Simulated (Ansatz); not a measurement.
**Nuclear-site quantities of Cu₃N as the cell is scaled**

```
Cu N
1.0
     3.81400    0.00000    0.00000
     0.00000    3.81400    0.00000
     0.00000    0.00000    3.81400
Cu N
3 1
Direct
  0.50000 0.00000 0.00000
  0.00000 0.50000 0.00000
  0.00000 0.00000 0.50000
  0.00000 0.00000 0.00000
```

Atom numbers follow the list: Cu1, Cu2, Cu3, N4.

The geometry is COD entry 1536894, unchecked; take it as a test cell.

Computed with DFT, PBEsol, all-electron PAW with datasets made for the crystal, scalar-relativistic in Ansatz 0.2.0.

Numerical set-up: a Γ-centred 10×10×10 k mesh, Fermi–Dirac smearing of 0.08 eV, cutoff 460 eV (chosen by the program for this cell), no spin polarisation.

The contact density is the mean electron density over the nuclear volume; its changes follow the s electrons' response to bonding and compression. Changes below are taken from the unscaled cell, where it is 147321 e/Å³ at Cu1, 1402.71 e/Å³ at N4.

Volumes at which the program chose other datasets or cutoffs are left out.

The datasets are made afresh for each cell, so very small changes are uncertain.

**Question.** Does compression raise or lower the contact density at N4?

**Answer.** It lowers it, by 0.13 e/Å³ over the whole range.

**Question.** Tabulate the changes with volume.

**Answer.** 
| V/V(cell) | P (GPa) | Δρ(0) Cu1 (e/Å³) | Δρ(0) N4 (e/Å³) | Vzz Cu1 (10²¹ V/m²) |
| --- | --- | --- | --- | --- |
| 1.0000 | -4.8 | 0.00 | 0.00 | -4.02 |
| 1.0100 | -5.9 | -0.31 | 0.06 | -3.90 |
| 1.0200 | -6.9 | -0.62 | 0.13 | -3.77 |
